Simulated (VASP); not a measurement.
# VASP 6.6.1 run: AlN

INCAR

```
SIGMA = 0.1
LASPH = .TRUE.
NBANDS = 6
ISMEAR = 1
NSW = 0
NELM = 120
ENCUT = 520
LWAVE = .FALSE.
IBRION = -1
LCHARG = .FALSE.
PREC = Accurate
GGA = PE
LREAL = .FALSE.
EDIFF = 1E-7
ISIF = 2
NELECT = 9
```

KPOINTS

```
KPOINTS created by Atomic Simulation Environment
0
Gamma
10 10 10
0 0 0
```

POSCAR

```
Al N
 1.0000000000000000
     0.0000000000000000    1.9784910831000000    1.9784910831000000
     1.9784910831000000    0.0000000000000000    1.9784910831000000
     1.9784910831000000    1.9784910831000000    0.0000000000000000
 Al  N
   1   1
Cartesian
  0.0000000000000000  0.0000000000000000  0.0000000000000000
  1.9784910831000000  1.9784910831000000  1.9784910831000000
```

The recommended PBE PAW datasets give the neutral cell 8 valence electrons.

Command

```
mpirun -np 1 vasp_std
```

Q: Predict the outcome of this run.

A: It converged. Results: pressure 228.0 GPa.

OSZICAR

```
N       E                     dE             d eps       ncg     rms          rms(c)
DAV:   1     0.407933786145E+02    0.40793E+02   -0.45661E+03   612   0.126E+03
DAV:   2     0.189963743707E+01   -0.38894E+02   -0.37316E+02   726   0.223E+02
DAV:   3     0.940381043817E+00   -0.95926E+00   -0.91099E+00   756   0.451E+01
DAV:   4     0.931709205608E+00   -0.86718E-02   -0.86637E-02   864   0.267E+00
DAV:   5     0.931622108343E+00   -0.87097E-04   -0.87094E-04   756   0.131E-01    0.922E+00
DAV:   6     0.283127806726E+01    0.18997E+01   -0.12488E+01   642   0.353E+01    0.302E+00
DAV:   7     0.285912454272E+01    0.27846E-01   -0.86489E-02   630   0.446E+00    0.188E+00
DAV:   8     0.288112390957E+01    0.21999E-01   -0.10721E-02   732   0.158E+00    0.278E-01
DAV:   9     0.288121293851E+01    0.89029E-04   -0.36008E-04   720   0.222E-01    0.126E-01
DAV:  10     0.288120282073E+01   -0.10118E-04   -0.51736E-05   714   0.833E-02    0.228E-02
DAV:  11     0.288120451675E+01    0.16960E-05   -0.63475E-06   678   0.272E-02    0.510E-03
DAV:  12     0.288120460643E+01    0.89682E-07   -0.85624E-07   696   0.105E-02
   1 F= 0.28812046E+01 E0= 0.28812099E+01  d E =-.159713E-04
```

The cell is charged and sits in a uniform background.

For comparison, a separate PBE run of the intended cell, on usual settings and not on those above, gives a gap of 5.19 eV on its mesh and a pressure of 25.0 GPa.
